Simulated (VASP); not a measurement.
## Mg: single point with PBEsol

The system is Mg.

```
Mg
1.0
    -1.81587    1.80048    1.65543
     1.79857   -1.90125    1.74668
     1.90011    1.98548   -1.76559
Mg
1
Direct
  0.00000 0.00000 0.00000
```

The cell isn't the ideal one: all atoms moved at random, cell strained at random.

```json
{"Program": "VASP 6.6.1", "Task": "single point", "Functional": "PBEsol", "Potentials or basis": "VASP PAW PBE potentials, release 64 (Mg)", "Cutoff": "520 eV", "k mesh": "14 × 14 × 14", "Occupations": "gaussian, width 0.1 eV", "Spin": "no spin polarisation"}
```

```
Pressure               : -1.6 GPa
Band gap on the k mesh : none (metal or under the smearing width)
```

Stress tensor (GPa, compression positive):
```
-2.00 -1.10  0.18
-1.10 -1.39  1.68
 0.18  1.68 -1.54
```

Levels at points of the mesh, in eV from the Fermi level:
```csv
k point,band 1,band 2,band 3,band 4,band 5,band 6
"(0.00, 0.00, 0.00)",-6.78,11.36,12.79,12.85,13.82,14.24
"(0.50, 0.00, 0.00)",-1.05,-0.30,7.95,8.12,9.65,10.74
"(0.00, 0.50, 0.00)",-1.17,-0.51,7.53,7.59,10.06,11.15
"(0.50, 0.50, 0.00)",-1.51,-1.02,9.39,9.53,11.50,11.65
"(0.00, 0.00, 0.50)",-1.83,-1.63,9.70,10.26,11.74,12.21
"(0.50, 0.00, 0.50)",-1.25,-0.62,7.88,8.50,9.36,10.95
"(0.00, 0.50, 0.50)",-1.55,-1.12,8.35,9.07,10.09,11.54
"(0.50, 0.50, 0.50)",2.81,3.36,3.54,4.15,5.33,7.62
```

It took 37 s on 1 thread of Intel(R) Xeon(R) 6975P-C (Granite Rapids), on a shared host, peak memory 0.34 GiB.

Caveat: the PAW data sets were made with another functional, which shifts forces and pressure a little.
